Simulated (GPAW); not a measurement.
The system is Cd.

```
Cd
1.0
    -0.02715    2.11006    2.25776
     2.24631   -0.05212    2.28272
     2.21275    2.10147   -0.01856
Cd
1
Cartesian
  0.0000 0.0000 0.0000
```

This isn't the form of Cd at room conditions, which is hcp.

The cell isn't the ideal one: cell sheared at random, sigma 0.03, atoms nudged by 0.01 Å.

Base run:

```yaml
Program: GPAW 26.7.0
Functional: WC
Potentials_or_basis: PAW data sets generated in the run's folder for this functional
Cutoff: 600 eV
Basis: pw
k_mesh: 10 × 10 × 10
Occupations: fermi-dirac, width 0.05 eV
Spin: no spin polarisation
```

Its results: band gap on the k mesh none (metal or under the smearing width); pressure -2.2 GPa.

Question: The run is repeated on the same cell with these changes: functional from WC to PBE; potentials or basis from PAW data sets generated in the run's folder for this functional to GPAW PAW data sets (gpaw-data 1.2.1). What comes out?

Answer: Band gap on the k mesh none (metal or under the smearing width); pressure 1.9 GPa.
